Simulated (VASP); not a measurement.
Pr under changes of volume

One of the cells (37.055 Å³/atom); the others are scaled copies at fixed shape and fractional positions:

```
Pr
1.0
    -2.20901    2.20901    1.89844
     2.20901   -2.20901    1.89844
     2.20901    2.20901   -1.89844
Pr
1
Direct
  0.00000 0.00000 0.00000
```

This isn't the form of Pr at room conditions, which is double hcp.

```yaml
Program: VASP 6.6.1
Functional: PBE
Potentials_or_basis: VASP PAW PBE potentials, release 64 (Pr)
Cutoff: 520 eV
k_mesh: 9 × 9 × 9
Occupations: fermi-dirac, width 0.05 eV
Spin: collinear spin, ferromagnetic start
Starting_moments: "[2.0] μB"
```

| volume (Å³/atom) | energy over the lowest point (meV/atom) | pressure (GPa) | moment (μB per cell) |
| --- | --- | --- | --- |
| 34.149 | ? | ? | ? |
| 34.876 | 89.77 | -1.1 | 2.89 |
| 35.602 | 94.85 | -1.4 | 2.90 |
| 37.055 | 0.00 | -1.5 | 2.89 |
| 37.782 | 7.01 | -1.8 | 2.90 |
| 38.508 | 15.37 | -2.1 | 2.90 |

Q: What does the run at 34.149 Å³/atom give?

A: Energy over the lowest point 86.22 meV/atom; pressure -0.8 GPa; moment 2.87 μB per cell.

The energies don't lie on one smooth curve, so no fit is given. The run at 35.602 Å³/atom lies farthest off, from a change of basis, grid or state.

Energies are extrapolated to zero smearing.

Caveats: the magnetic or orbital state may not be the lowest.
